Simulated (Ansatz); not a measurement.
## Cu2O (Cuprite) under changes of volume

One of the cells (12.885 Å³/atom); the others are scaled copies at fixed shape and fractional positions:

```
Cu O
1.0
     4.26000    0.00000    0.00000
     0.00000    4.26000    0.00000
     0.00000    0.00000    4.26000
Cu O
4 2
Direct
  0.75000 0.25000 0.75000
  0.75000 0.75000 0.25000
  0.25000 0.75000 0.75000
  0.25000 0.25000 0.25000
  0.50000 0.50000 0.50000
  0.00000 0.00000 0.00000
```

| Item | Value |
| --- | --- |
| Program | Ansatz 0.2.0 |
| Functional | PBE |
| Potentials or basis | Ansatz PAW earlier set |
| Cutoff | 1050 eV |
| Density cutoff | 4200 eV |
| k mesh | 6 × 6 × 6 |
| Occupations | fermi-dirac, width 0.05 eV |
| Spin | no spin polarisation |

```csv
volume (Å³/atom),energy over the lowest point (meV/atom),pressure (GPa),gap on the mesh (eV)
12.112,39.44,12.3,0.69
12.369,22.41,8.9,0.63
12.627,?,?,?
12.885,3.21,3.2,0.54
13.142,0.00,0.8,0.49
13.400,0.45,-1.3,0.45
13.658,4.18,-3.3,0.42
```

Q: What does the run at 12.627 Å³/atom give?

A: Energy over the lowest point 10.52 meV/atom; pressure 5.9 GPa; gap on the mesh 0.58 eV.

Worked out: A Birch-Murnaghan fit of order 3 (a polynomial in V^(-2/3)) to the other rows has its minimum at 13.24 Å³/atom with B0 = V·E''(V) = 112 GPa and B' = 4.9. It gives 10.50 meV/atom at 12.627 Å³/atom, against the run's 10.52, and -dE/dV = 5.9 GPa, against 5.9. A parabola through the other rows of the gap, of slope -2.4 eV per unit of ln V (its deformation potential) there, gives 0.58 eV, against the run's 0.58.

Energies are extrapolated to zero smearing.

A mesh can miss the band edges.
